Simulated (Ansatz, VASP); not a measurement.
**Two plane-wave programs on MgO**

File INCAR:

```
ALGO     = Normal         # electronic algorithm
EDIFF    = 1E-6           # SCF threshold, eV
ENCUT    = 520            # plane-wave cutoff, eV
GGA      = PE             # functional
ISIF     = 2              # what is computed and relaxed
ISMEAR   = 0              # smearing method
LASPH    = True           # aspherical terms in the spheres
LCHARG   = False          # write CHGCAR
LREAL    = False          # projectors in reciprocal space
LWAVE    = False          # write WAVECAR
NBANDS   = 16             # bands
NELM     = 100            # most SCF steps
PREC     = Accurate       # precision mode
SIGMA    = 0.05           # smearing width, eV
```

KPOINTS

```
k-points
0
Gamma
  9 9 6
```

File POSCAR:

```
MgO
1.0
    3.3077869865      0.0000000000      0.0000000000
   -1.6538934933      2.8646275606      0.0000000000
    0.0000000000      0.0000000000      4.9828816700
Mg O
2 2
Direct
    0.3333333333      0.6666666667      0.0021597400
    0.6666666667      0.3333333333      0.5021597400
    0.3333333333      0.6666666667      0.4024402600
    0.6666666667      0.3333333333      0.9024402600
```

Input for Ansatz:

```yaml
crystal:
  lattice:
    - [3.3077869865, 0.0, 0.0]
    - [-1.6538934933, 2.8646275606, 0.0]
    - [0.0, 0.0, 4.98288167]
  atoms:
    - { symbol: Mg, position: [0.3333333333, 0.6666666667, 0.00215974] }
    - { symbol: Mg, position: [0.6666666667, 0.3333333333, 0.50215974] }
    - { symbol: O, position: [0.3333333333, 0.6666666667, 0.40244026] }
    - { symbol: O, position: [0.6666666667, 0.3333333333, 0.90244026] }
basis:
  ecutwfc: 420
kpoints:
  mp_grid: { grid: [9, 9, 6] }
hamiltonian:
  xc: pbe
scf:
  occupations: { method: gaussian, width: 0.05 }
output:
  forces: true
  stress: true
  eigenvalues: true
```

Measurements of this composition are mostly on another form, of space group No. 225.

Alike in both runs: task single point; functional PBE; k mesh 9 × 9 × 6; occupations gaussian, width 0.05 eV; no spin polarisation.

```csv
,VASP,Ansatz
version,VASP 6.6.1,Ansatz 0.2.0
potentials or method,"VASP PAW PBE potentials, release 64 (Mg, O)","scalar-relativistic, plane waves, PAW"
plane-wave cutoff (eV),520,420
valence electrons in the cell,16,32
```

Ansatz gave:

* gap on the k mesh at the Fermi level (eV): 3.48
* least direct gap on the mesh (eV): 3.48
* pressure (GPa): 3.3
* largest component of the traceless stress (GPa): 0.12
* rms of the force components (eV/Å): 0.004

Q: Which values does VASP return?

A: gap on the k mesh at the Fermi level (eV): 3.46; least direct gap on the mesh (eV): 3.46; pressure (GPa): 2.9; largest component of the traceless stress (GPa): 0.15; rms of the force components (eV/Å): 0.005.

Atom by atom the forces differ by 0.000 eV/Å (rms over components). The two sets of potentials don't hold the same shells in valence.

Caveats: an odd mesh through Γ misses points on the zone boundary, where band edges often lie.
